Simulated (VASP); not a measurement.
BeS: relaxation of cell and atoms with r2SCAN

Crystal: BeS.

```
Be S
1.0
     0.00000    2.42500    2.42500
     2.42500    0.00000    2.42500
     2.42500    2.42500    0.00000
Be S
1 1
Cartesian
  0.0000 0.0000 0.0000
  1.2125 1.2125 1.2125
```

- Program: VASP 6.6.1
- Task: relaxation of cell and atoms
- Functional: r2SCAN
- Potentials or basis: VASP PAW PBE potentials, release 64 (Be, S)
- Cutoff: 600 eV
- k mesh: 10 × 10 × 10
- Occupations: gaussian, width 0.03 eV
- Spin: no spin polarisation
- Target pressure: 0.6 GPa
- Further INCAR settings: ALGO = Normal; EDIFF = 1e-06; IBRION = 2; EDIFFG = -0.01; NSW = 90; ISIF = 3
- Target pressure: 0.6 GPa

- Relaxed volume: 14.38 Å³/atom
- Relaxed cell: a = 3.439 Å, b = 3.439 Å, c = 3.439 Å, α = 60.00°, β = 60.00°, γ = 60.00°
- Space group after relaxing (to 0.05 Å): F-43m (No. 216)
- Energy change on relaxing (the enthalpy is what falls): -0.8 meV/atom
- Ionic steps: 3
- Pressure after relaxing: 0.6 GPa
- Band gap on the k mesh: 3.59 eV, indirect (least direct gap 6.26 eV)

Step by step:
```
step  energy change (eV)  largest force (eV/Å)  pressure (GPa)  volume (Å³)
   1              0.0000                0.0000            1.45        28.52
   2             -0.0017                0.0000            0.39        28.83
   3             -0.0015                0.0000            0.59        28.76
```

Final structure:
```cif
data_structure
_symmetry_space_group_name_H-M 'P 1'
_symmetry_Int_Tables_number 1
_cell_length_a 3.4391
_cell_length_b 3.4391
_cell_length_c 3.4391
_cell_angle_alpha 60.000
_cell_angle_beta 60.000
_cell_angle_gamma 60.000
_cell_volume 28.76
loop_
_atom_site_label
_atom_site_type_symbol
_atom_site_fract_x
_atom_site_fract_y
_atom_site_fract_z
_atom_site_occupancy
Be1 Be 0.00000 0.00000 0.00000 1
S1 S 0.25000 0.25000 0.25000 1
```

Levels at points of the mesh, in eV from the valence-band top:
| k point | band 1 | band 2 | band 3 | band 4 | band 5 | band 6 | band 7 | band 8 |
| --- | --- | --- | --- | --- | --- | --- | --- | --- |
| (0.00, 0.00, 0.00) | -14.24 | 0.00 | 0.00 | 0.00 | 6.26 | 6.26 | 6.26 | 6.61 |
| (0.50, 0.00, 0.00) | -12.58 | -5.90 | -1.05 | -1.05 | 6.07 | 7.14 | 7.14 | 12.02 |
| (0.50, 0.50, 0.00) | -12.02 | -5.14 | -2.68 | -2.68 | 3.59 | 5.39 | 13.80 | 13.80 |

Run time: 110 s on 1 thread of Intel(R) Xeon(R) Platinum 8259CL CPU @ 2.50GHz (Skylake/Cascade Lake), with other jobs on the host, peak memory 0.16 GiB.

Caveat: the cell is relaxed towards a set pressure, so the enthalpy falls and the energy may rise; the PAW data sets were made with another functional, which shifts forces and pressure a little. Zero-point motion and thermal expansion aren't in these numbers.
